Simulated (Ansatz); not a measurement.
# In (P6_3/mmc) in Ansatz: a series of runs

The runs below take In through single point, equation of state, with r2SCAN.

All numbers are computed with Ansatz 0.2.0; they aren't measurements. Logs are shortened: lines on timing, memory, paths and dates and some standing lists are left out, and cuts for length are marked.

**1. The crystal as given**

Symmetry: P6_3/mmc, No. 194, hexagonal system. Conventional cell: a = 3.335 Å, b = 3.335 Å, c = 5.509 Å, α = 90.00°, β = 90.00°, γ = 120.00°. In (site symmetry -6m2) is surrounded by 12 In at 3.34 to 3.36 Å.

This isn't the form of In at room conditions, which is tetragonal.

**2. Single point, r2SCAN, 24.95 Å³/atom (volume scaled by 0.94)**

The input, input.yaml:

```yaml
crystal:
  lattice:
    - [3.2673945583, 0.0, 0.0]
    - [-1.6336972791, 2.8296466917, 0.0]
    - [0.0, 0.0, 5.3966798754]
  atoms:
    - { symbol: In, position: [0.6666666667, 0.3333333333, 0.75] }
    - { symbol: In, position: [0.3333333333, 0.6666666667, 0.25] }
hamiltonian:
  xc: r2scan
  pseudopotentials: { kind: paw }
kpoints:
  mp_grid: { grid: [9, 9, 5] }
scf:
  occupations: { method: fermi_dirac, width: 0.05 }
output:
  forces: true
  stress: true
  eigenvalues: true
  write_density: true
  write_potential: true
  elf: true
  volumetric_format: npy
```

Potentials or basis: Ansatz PAW.

The run is started by

```bash
ansatz run input.yaml --threads 2 --pin off --max-ram 5632MiB --backend cpu --events-out ev --progress --plain --runs-dir out
```

Standard output:

```text
Warning: RAYON_NUM_THREADS=2 ignored (pool sized by the plan → 2); use --threads N
Engine: ansatz 0.2.0, aarch64-unknown-linux-gnu
Pseudopotentials: kind: paw
Pseudopotential: In, paw, valence charge 13, recommended cutoff 500 eV (meta_gga), In.paw.azcp
Functional definition: r2SCAN
  parameter k0 = 0.174
  parameter k1 = 0.065
  parameter a1 = 4.9479
  exchange = r2scan_x(k0 = k0, k1 = k1, a1 = a1)
  correlation = r2scan_c
Crystal: 2 atoms, lattice volume = 49.895 Å³
Basis set: ecut = 500 eV, 1285 PW (Γ), exchange–correlation on 96×96×160 points (64 copies of the dense FFT grid, shifted against one another)
Bands: 17, of which v1, the nominal top of the filled ones, is band 13 counted from 1 (12 counted from 0)
Symmetry: 24 space group operations
Space group: P63/mmc (ITA 194), of the structure as read, at distance tolerance 3.7e-5 Å
k-points: 36 of 405
Non-local potential: In, projectors of the file, l = 0: 2, l = 1: 2, l = 2: 2, l = 3: 2
PAW form: soft (Blöchl's): semilocal exchange-correlation on the pseudo side does not see the compensation charge
PAW frozen core: In, regenerated for the run's functional (the file was generated under x = pbe(κ = 0.804, μ = 0.2195149727645171), c = pbe(β = 0.06672455060314922))
PAW one-centre angular grid: In, 590 points (default); XC on 289 of its mesh's 2783 points in the sphere
Initial density: superposition of atomic densities (neutral atoms: chi_scale 0, normalization atom), corrected by the library's trained network
Initial wavefunctions: pseudopotential atomic-orbital guess
Functional: x = r2scan, c = r2scan; τ floored in thin density (d = 2e-4 eV/Å³)
SCF iter   1: F=—  HF=-11223.562228 eV  |F-HF|=—  |Δ(HF+E_count)|=         —  Δρ=8.19e-3  dr2=1.81e-2  dr2_τ=3.13e-3  ethr=1.77e-3  ⟨swp⟩=6.2  Hψ=3245  notcnv=0
preconditioner: auto → Kerker (q_TF=auto, 2.447 Å⁻¹)  [metal: Δε(μ)=0.062 eV  Ē_g=17.021 eV  σ=0.050 eV  W_gap=0.30  n_scr=10 (ndim 8)  ℏωp=26.8 eV  f_vac=0.000  D(μ)=1.20/eV (n_scr^D=2)]
SCF iter   2: F=—  HF=-11223.571115 eV  |F-HF|=—  |Δ(HF+E_count)|=   8.89e-3  Δρ=3.58e-3  dr2=3.59e-3  dr2_τ=1.47e-4  ethr=6.96e-5  ⟨swp⟩=3.1  Hψ=1509  notcnv=0  defer=5
SCF iter   3: F=—  HF=-11223.570926 eV  |F-HF|=—  |Δ(HF+E_count)|=   1.89e-4  Δρ=7.02e-4  dr2=2.13e-4  dr2_τ=3.01e-6  ethr=1.38e-5  ⟨swp⟩=2.6  Hψ=1072  notcnv=0  defer=5
SCF iter   4: F=—  HF=-11223.571057 eV  |F-HF|=—  |Δ(HF+E_count)|=   1.31e-4  Δρ=2.14e-4  dr2=2.95e-5  dr2_τ=3.27e-7  ethr=8.20e-7  ⟨swp⟩=3.0  Hψ=1070  notcnv=0  defer=5
SCF iter   5: F=—  HF=-11223.571073 eV  |F-HF|=—  |Δ(HF+E_count)|=   1.59e-5  Δρ=5.73e-5  dr2=1.77e-6  dr2_τ=4.64e-8  ethr=1.14e-7  ⟨swp⟩=2.3  Hψ=1077  notcnv=0  defer=5
SCF iter   6: F=—  HF=-11223.571075 eV  |F-HF|=—  |Δ(HF+E_count)|=   1.57e-6  Δρ=2.01e-5  dr2=1.81e-7  dr2_τ=1.50e-9  ethr=6.82e-9  ⟨swp⟩=2.4  Hψ=1056  notcnv=0  defer=5
SCF iter   7: F=-11223.571075 eV  HF=-11223.571075 eV  |F-HF|=1.74e-8  |Δ(HF+E_count)|=   2.14e-7  Δρ=6.64e-6  dr2=1.71e-8  dr2_τ=3.44e-10  ethr=3.85e-10  ⟨swp⟩=10.1  Hψ=4394  notcnv=0
SCF 1 converged in 7 iterations: F = -11223.571075 eV  dr2 = 1.71e-8
SCF converged after 7 iterations
Free energy (F): -11223.571075 eV
Harris-Foulkes:  -11223.571075 eV  (|F-HF|=1.74e-8)
Internal energy: -11223.560823 eV  (E = F + TS)
E sigma→0 (E₀):  -11223.565949 eV
Entropy (-TS):   -0.010251 eV (-5.126 meV/atom)
Fermi energy:    10.985936 eV
--- Per-component energies (eV) ---
  E_band       = -45.447757
  E_kinetic    = 483.750459
  E_local      = -2095.635696  (includes V_loc(G=0)·N_el)
  E_nonlocal   = 733.241725
  E_hartree    = 825.226968
  E_xc         = -403.650974
  E_vxc        = -216.156229  (∫ρ·V_xc dr)
  E_paw        = -8363.074023  (= ΣΔE_a)
  E_vpaw       = -616.434674  (= ΣTr[D̂ρ^β])
  E_aug_tail   = 0.000015  (compensation charges beyond the density's cutoff)
  E_vtau       = 15.331909  (kinetic-family band-sum trace: ∫τ·v_τ [+ j·A + Jᵃ·Aᵃ] dr)
  E_ewald      = -2405.350388
  E_core_change = 1.931092  (= ΣΔE_core)
  E_smearing   = -0.010251  (= −TS)
  E_closure    = 0.000000  (closes the sum)
  Σ components = -11223.571075   (vs F -11223.571075, Δ=0.00e0)
--- Forces (eV/Å), atoms counted from 1 ---
  atom   1  In    -0.00000000     0.00000000     0.00000000
  atom   2  In     0.00000000    -0.00000000     0.00000000
  max |Σ_I F_I| component: 1.85e-17 eV/Å
--- Stress (GPa, compression-positive) ---
        3.100282       0.000000       0.000000
       -0.000000       3.100282       0.000000
        0.000000       0.000000       1.814189
  P = ⅓ Tr σ = 2.6716 GPa (26.716 kbar)
--- Band table (eV; the first three rows and the last of 36) ---
  k-point 0: bands = ["-4.5323", "-4.4455", "-4.4112", "-4.4112", "-4.3772", "-4.3772", "-4.2899", "-4.2899", "-4.0712", "-4.0712", "0.5054", "6.2601", "7.0388", "20.2282", "20.2282", "22.1969", "22.1969"]
  k-point 1: bands = ["-4.5202", "-4.4490", "-4.4246", "-4.4246", "-4.3894", "-4.3894", "-4.2523", "-4.2523", "-4.0831", "-4.0831", "0.7423", "4.3994", "9.3608", "19.6035", "20.4357", "20.4357", "22.1138"]
  k-point 2: bands = ["-4.4916", "-4.4638", "-4.4311", "-4.4311", "-4.4148", "-4.4148", "-4.1826", "-4.1826", "-4.1208", "-4.1208", "1.4634", "2.6842", "12.4498", "15.9146", "21.0035", "21.0035", "21.7025"]
  k-point 35: bands = ["-4.4937", "-4.4937", "-4.4194", "-4.2990", "-4.2707", "-4.2707", "-4.2387", "-4.2363", "-4.0638", "-4.0638", "8.3201", "8.3201", "9.6941", "9.6941", "9.8615", "11.0170", "18.4584"]
```

rho_z.tsv:

```text
# z_ang	rho[e/angstrom^3]
# format = ansatz-planar-average/11
# lattice	3.267394558	-0.000000000	0.000000000
# lattice	-1.633697279	2.829646692	0.000000000
# lattice	0.000000000	0.000000000	5.396679875
# sites	2
# site	49	1.633697279	0.943215564	4.047509907
# site	49	0.000000000	1.886431128	1.349169969
0.000000	1.204525e-1
0.134917	1.254763e-1
0.269834	1.420368e-1
0.404751	1.750997e-1
0.539668	2.368989e-1
0.674585	3.473813e-1
[... 32 lines left out ...]
5.126846	1.420368e-1
5.261763	1.254763e-1
```

It took 3.4 s on 2 threads of Arm Neoverse V1, shared host; peak memory 0.42 GiB.

Results:

```yaml
Free_energy: -11223.5711 eV
Pressure: 2.7 GPa
Band_gap_on_the_k_mesh: none (metal or under the smearing width)
```

Caveat: the PAW data sets come from PBE, with cores solved anew for the run's functional, which leaves a small shift of forces and pressure.

**3. Single point, r2SCAN, 25.48 Å³/atom (volume scaled by 0.96)**

input.yaml, as its differences from that of step 2:

```diff
@@ -2,5 +2,5 @@
   lattice:
-    - [3.2673945583, 0.0, 0.0]
-    - [-1.6336972791, 2.8296466917, 0.0]
-    - [0.0, 0.0, 5.3966798754]
+    - [3.2904051372, 0.0, 0.0]
+    - [-1.6452025686, 2.8495744376, 0.0]
+    - [0.0, 0.0, 5.4346859154]
   atoms:
@@ -19,5 +19 @@
   eigenvalues: true
-  write_density: true
-  write_potential: true
-  elf: true
-  volumetric_format: npy
```

Potentials or basis: Ansatz PAW.

The run is started by

```bash
ansatz run input.yaml --threads 2 --pin off --max-ram 5632MiB --backend cpu --events-out ev --progress --plain --runs-dir out
```

Run time: 2.8 s. Hardware: 2 threads of Arm Neoverse V1, shared host; peak memory 0.42 GiB.

Results (log left out):

```
Free energy            : -11223.5851 eV
Pressure               : 1.6 GPa
Band gap on the k mesh : none (metal or under the smearing width)
```

Caveat: the PAW data sets come from PBE, with cores solved anew for the run's functional, which leaves a small shift of forces and pressure.

**4. Single point, r2SCAN, 26.01 Å³/atom (volume scaled by 0.98)**

input.yaml, as its differences from that of step 3:

```diff
@@ -2,5 +2,5 @@
   lattice:
-    - [3.2904051372, 0.0, 0.0]
-    - [-1.6452025686, 2.8495744376, 0.0]
-    - [0.0, 0.0, 5.4346859154]
+    - [3.3130983036, 0.0, 0.0]
+    - [-1.6565491518, 2.8692272962, 0.0]
+    - [0.0, 0.0, 5.4721676924]
   atoms:
@@ -19 +19,5 @@
   eigenvalues: true
+  write_density: true
+  write_potential: true
+  elf: true
+  volumetric_format: npy
```

The run is started by

```bash
ansatz run input.yaml --threads 2 --pin off --max-ram 5632MiB --backend cpu --events-out ev --progress --plain --runs-dir out
```

It took 3.6 s on 2 threads of Arm Neoverse V1, shared host; peak memory 0.43 GiB.

The run converged. Its results:

| Quantity | Value |
| --- | --- |
| Free energy | -11223.5922 eV |
| Pressure | 0.6 GPa |
| Band gap on the k mesh | none (metal or under the smearing width) |

Caveat: the PAW data sets come from PBE, with cores solved anew for the run's functional, which leaves a small shift of forces and pressure.

**5. Single point, r2SCAN, 26.54 Å³/atom**

input.yaml, as its differences from that of step 4:

```diff
@@ -2,5 +2,5 @@
   lattice:
-    - [3.3130983036, 0.0, 0.0]
-    - [-1.6565491518, 2.8692272962, 0.0]
-    - [0.0, 0.0, 5.4721676924]
+    - [3.335484782, 0.0, 0.0]
+    - [-1.667742391, 2.8886145552, 0.0]
+    - [0.0, 0.0, 5.50914292]
   atoms:
```

The run is started by

```bash
ansatz run input.yaml --threads 2 --pin off --max-ram 5632MiB --backend cpu --events-out ev --progress --plain --runs-dir out
```

It took 4.1 s on 2 threads of Arm Neoverse V1, shared host; peak memory 0.45 GiB.

The run converged. Its results:

```yaml
Free_energy: -11223.5933 eV
Pressure: -0.3 GPa
Band_gap_on_the_k_mesh: none (metal or under the smearing width)
```

Caveat: the PAW data sets come from PBE, with cores solved anew for the run's functional, which leaves a small shift of forces and pressure.

**6. Single point, r2SCAN, 27.07 Å³/atom (volume scaled by 1.02)**

input.yaml, as its differences from that of step 5:

```diff
@@ -2,5 +2,5 @@
   lattice:
-    - [3.335484782, 0.0, 0.0]
-    - [-1.667742391, 2.8886145552, 0.0]
-    - [0.0, 0.0, 5.50914292]
+    - [3.357574729, 0.0, 0.0]
+    - [-1.6787873645, 2.9077450104, 0.0]
+    - [0.0, 0.0, 5.5456283735]
   atoms:
@@ -19,5 +19 @@
   eigenvalues: true
-  write_density: true
-  write_potential: true
-  elf: true
-  volumetric_format: npy
```

Potentials or basis: Ansatz PAW.

The run is started by

```bash
ansatz run input.yaml --threads 2 --pin off --max-ram 5632MiB --backend cpu --events-out ev --progress --plain --runs-dir out
```

Run time: 3.4 s. Hardware: 2 threads of Arm Neoverse V1, shared host; peak memory 0.45 GiB.

Results (log left out):

```
Free energy            : -11223.5891 eV
Pressure               : -1.0 GPa
Band gap on the k mesh : none (metal or under the smearing width)
```

Caveat: the PAW data sets come from PBE, with cores solved anew for the run's functional, which leaves a small shift of forces and pressure.

**7. Single point, r2SCAN, 27.60 Å³/atom (volume scaled by 1.04)**

input.yaml, as its differences from that of step 6:

```diff
@@ -2,5 +2,5 @@
   lattice:
-    - [3.357574729, 0.0, 0.0]
-    - [-1.6787873645, 2.9077450104, 0.0]
-    - [0.0, 0.0, 5.5456283735]
+    - [3.3793777732, 0.0, 0.0]
+    - [-1.6896888866, 2.9266270006, 0.0]
+    - [0.0, 0.0, 5.5816399564]
   atoms:
```

The run is started by

```bash
ansatz run input.yaml --threads 2 --pin off --max-ram 5632MiB --backend cpu --events-out ev --progress --plain --runs-dir out
```

Run time: 3.5 s. Hardware: 2 threads of Arm Neoverse V1, shared host; peak memory 0.45 GiB.

The run converged. Its results:

```yaml
Free_energy: -11223.5803 eV
Pressure: -1.6 GPa
Band_gap_on_the_k_mesh: none (metal or under the smearing width)
```

Caveat: the PAW data sets come from PBE, with cores solved anew for the run's functional, which leaves a small shift of forces and pressure.

**8. Single point, r2SCAN, 28.13 Å³/atom (volume scaled by 1.06)**

input.yaml, as its differences from that of step 7:

```diff
@@ -2,5 +2,5 @@
   lattice:
-    - [3.3793777732, 0.0, 0.0]
-    - [-1.6896888866, 2.9266270006, 0.0]
-    - [0.0, 0.0, 5.5816399564]
+    - [3.4009030527, 0.0, 0.0]
+    - [-1.7004515264, 2.9452684395, 0.0]
+    - [0.0, 0.0, 5.6171927618]
   atoms:
```

The run is started by

```bash
ansatz run input.yaml --threads 2 --pin off --max-ram 5632MiB --backend cpu --events-out ev --progress --plain --runs-dir out
```

Run time: 3.4 s. Hardware: 2 threads of Arm Neoverse V1, shared host; peak memory 0.45 GiB.

Results (log left out):

* Free energy: -11223.5676 eV
* Pressure: -2.2 GPa
* Band gap on the k mesh: none (metal or under the smearing width)

Caveat: the PAW data sets come from PBE, with cores solved anew for the run's functional, which leaves a small shift of forces and pressure.

**9. Equation of state, r2SCAN**

Potentials or basis: Ansatz PAW.

This step only gathers the single runs of the series.

What came out:

| Property | Result |
| --- | --- |
| Equilibrium volume | 26.37 Å³/atom |
| Bulk modulus at fixed shape and positions | 41 GPa |
| Pressure derivative of the bulk modulus | 5.8 (rough: it moves with the points fitted) |

Energy against volume, from the lowest point:
| volume (Å³/atom) | energy (meV/atom) |
| --- | --- |
| 24.948 | 11.13 |
| 25.478 | 4.13 |
| 26.009 | 0.56 |
| 26.540 | 0.00 |
| 27.071 | 2.10 |
| 27.602 | 6.51 |
| 28.133 | 12.87 |

Caveat: the cell was scaled at fixed shape and fractional positions, which overstates the stiffness of a crystal with free parameters, most of all of layers and chains; the PAW data sets were made with another functional, which shifts forces and pressure a little.
